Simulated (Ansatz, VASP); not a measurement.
Two plane-wave programs on Be

```
Be
1.0
     2.18453    0.00000    0.00000
    -1.09226    1.89186    0.00000
     0.00000    0.00000    3.78095
Be
2
Cartesian
  0.0000 1.2612 0.9452
  1.0923 0.6306 2.8357
```

Change from the starting cell: strain -0.050 along x and y, +0.050 along z, atoms carried along.

Alike in both runs: task single point; functional PBEsol; k mesh 24 × 24 × 14; occupations gaussian, width 0.15 eV; no spin polarisation.

```csv
,VASP,Ansatz
version,VASP 6.6.1,Ansatz 0.2.0
potentials or method,"VASP PAW PBE potentials, release 64 (Be)","scalar-relativistic, plane waves, PAW"
plane-wave cutoff (eV),520,420
valence electrons in the cell,4,4
```

Ansatz gave:

- gap on the k mesh at the Fermi level (eV): none
- pressure (GPa): 1.4
- largest component of the traceless stress (GPa): 18.10

Question: What did VASP give for the same quantities?

Answer: gap on the k mesh at the Fermi level (eV): none; pressure (GPa): 1.7; largest component of the traceless stress (GPa): 18.19.

A gap of «none» marks a metal or a gap that the smearing closes.

Caveats: the PAW data sets were made with another functional, which shifts forces and pressure a little (VASP).
